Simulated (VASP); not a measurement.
Rh, 1 atom in the cell. Symmetry: Im-3m, No. 229, cubic system. The conventional cell has a = 3.016 Å, b = 3.016 Å, c = 3.016 Å, α = 90.00°, β = 90.00°, γ = 90.00°. Rh (site symmetry m-3m) has 8 Rh at 2.61 Å as nearest neighbours. The cell was built by a generator and needn't be a form met in nature.

- Program: VASP 6.6.1
- Task: single point
- Functional: PBE
- Potentials or basis: VASP PAW PBE potentials, release 64 (Rh_pv)
- Cutoff: 520 eV
- k mesh: 10 × 10 × 10
- Occupations: gaussian, width 0.05 eV
- Spin: no spin polarisation
- Dipole correction: no
- Further INCAR settings: ALGO = Normal; EDIFF = 1e-07; NBANDS = 14

Potentials or basis: VASP PAW PBE potentials, release 64 (Rh_pv).

Launch:

```sh
$ cat potpaw_PBE.64/Rh_pv/POTCAR > POTCAR
$ mpirun -np 1 vasp_std > vasp.out
```

Hardware: 1 thread of Intel(R) Xeon(R) Platinum 8259CL CPU @ 2.50GHz (Skylake/Cascade Lake), with other jobs on the host.

Question: Estimate the wall time of this run.

Answer: Wall time 7.7 s on 1 thread of Intel(R) Xeon(R) Platinum 8259CL CPU @ 2.50GHz (Skylake/Cascade Lake), with other jobs on the host, peak memory 0.13 GiB. Counts: scf iterations 13, k points 47.
